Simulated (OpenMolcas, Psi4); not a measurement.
**CH4N2O (SMILES NC(N)=O): the vertical ionisation energy from total energies**

The species is CH4N2O (8 atoms), meant as a singlet with charge 0. As SMILES, `NC(N)=O`. The shape is that of a PBE0-D4/def2-TZVP optimisation. This is one conformer, not always the lowest.

```xyz
8

N    -0.0912    1.1532   -0.2361
C    -0.2424   -0.2061   -0.3910
N     0.3264   -0.9533    0.6153
O    -0.8251   -0.7014   -1.3304
H    -0.6705    1.6930   -0.8566
H    -0.0039    1.5211    0.6961
H     0.3871   -1.9340    0.3995
H     1.1196   -0.5725    1.1032
```

Both states at this one shape; open shells run unrestricted unless said. 1 Eh = 27.2114 eV.

```tsv
level	program	singlet CH4N2O (Eh)	doublet CH4N2O+ (Eh)	HOMO of the first (eV)
HF/3-21G	Psi4	-222.732209	-222.374746	-10.83
BLYP/def2-SVPD	OpenMolcas	-225.068702	-224.710125	-5.89
HSE06/def2-SVPD	Psi4	-224.899711	-224.531713	-7.22
```

Task: Work out the vertical ionisation energy at each level.

Result: 
1. HF/3-21G: -222.374746 − (-222.732209) = 0.357463 Eh = 9.73 eV; −ε(HOMO) = 10.83 eV.
2. BLYP/def2-SVPD: -224.710125 − (-225.068702) = 0.358577 Eh = 9.76 eV; −ε(HOMO) = 5.89 eV.
3. HSE06/def2-SVPD: -224.531713 − (-224.899711) = 0.367998 Eh = 10.01 eV; −ε(HOMO) = 7.22 eV.

No measured value is set beside it here; the levels span 9.73 to 10.01 eV. In Hartree–Fock, −ε(HOMO) (Koopmans) exceeds the difference of totals by the orbital relaxation of the ion. In semi-local functionals −ε(HOMO) lies far under the ionisation energy, a result of self-interaction, while the difference of totals does much better. Hartree–Fock favours the state with fewer electron pairs, since it lacks pair correlation. The second state is spin-contaminated at HF/3-21G (⟨S²⟩ = 1.00).
